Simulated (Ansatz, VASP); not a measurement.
# Two plane-wave programs on GaP

```
Ga P
1.0
     0.00000    2.69573    2.69573
     2.69573    0.00000    2.69573
     2.69573    2.69573    0.00000
Ga P
1 1
Direct
  0.00000 0.00000 0.00000
  0.25000 0.25000 0.25000
```

The cell was built by a generator and needn't be a form met in nature.

Alike in both runs: functional LDA; k mesh 10 × 10 × 10; occupations gaussian, width 0.02 eV; no spin polarisation.

Ansatz relaxed the structure, and its values are those at the end. VASP's run is a single point on that final structure, the one shown.

|  | VASP | Ansatz |
| --- | --- | --- |
| version | VASP 6.6.1 | Ansatz 0.2.0 |
| potentials or method | VASP PAW LDA potentials, release 64 (Ga_d, P) | scalar-relativistic, plane waves, PAW |
| plane-wave cutoff (eV) | 520 | 420 |
| valence electrons in the cell | 18 | 18 |

```csv
,VASP,Ansatz,Ansatz less VASP
gap on the k mesh at the Fermi level (eV),1.40,1.40,-0.001
least direct gap on the mesh (eV),1.91,1.88,-0.029
pressure (GPa),0.1,0.0,-0.08
```

Ansatz warned: «pseudo_functional_mismatch».

A k mesh can miss the band edges.
